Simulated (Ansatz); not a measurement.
# SnO2 (Cassiterite) under changes of volume

One of the cells (11.922 Å³/atom); the others are scaled copies at fixed shape and fractional positions:

```
Sn O
1.0
     4.73800    0.00000    0.00000
     0.00000    4.73800    0.00000
     0.00000    0.00000    3.18650
Sn O
2 4
Direct
  0.50000 0.50000 0.50000
  0.00000 0.00000 0.00000
  0.80710 0.19290 0.50000
  0.69290 0.69290 0.00000
  0.19290 0.80710 0.50000
  0.30710 0.30710 0.00000
```

```yaml
Program: Ansatz 0.2.0
Functional: m-r2SCAN
Potentials_or_basis: Ansatz PAW
Cutoff: "500 eV (not typed: the program's choice for these potentials)"
k_mesh: 6 × 6 × 8
Occupations: fermi-dirac, width 0.05 eV
Spin: no spin polarisation
```

| volume (Å³/atom) | energy over the lowest point (meV/atom) | pressure (GPa) | gap on the mesh (eV) | largest force (eV/Å) |
| --- | --- | --- | --- | --- |
| 11.207 | 51.31 | 19.8 | 2.74 | 0.530 |
| 11.445 | 26.44 | 13.7 | 2.47 | 0.427 |
| 11.684 | ? | ? | ? | ? |
| 11.922 | 1.64 | 3.3 | 1.96 | 0.242 |
| 12.161 | 0.00 | -1.0 | 1.72 | 0.159 |
| 12.399 | 4.52 | -5.0 | 1.49 | 0.082 |
| 12.637 | 14.53 | -8.4 | 1.27 | 0.011 |

Question: What does the run at 11.684 Å³/atom give?

Answer: Energy over the lowest point 10.18 meV/atom; pressure 8.2 GPa; gap on the mesh 2.21 eV; largest force 0.331 eV/Å.

Worked out: A Birch-Murnaghan fit of order 3 (a polynomial in V^(-2/3)) to the other rows has its minimum at 12.10 Å³/atom with B0 = V·E''(V) = 216 GPa and B' = 4.7 at fixed shape and positions, which overstates the stiffness. It gives 10.15 meV/atom at 11.684 Å³/atom, against the run's 10.18, and -dE/dV = 8.2 GPa, against 8.2. A straight line through the other rows of the gap, of slope -12.3 eV per unit of ln V (its deformation potential), gives 2.22 eV, against the run's 2.21.

Energies are extrapolated to zero smearing.

Caveats: spin-orbit coupling is left out, which moves the levels of the heavy elements; the PAW data sets come from PBE, with cores solved anew for the run's functional, which leaves a small shift of forces and pressure.
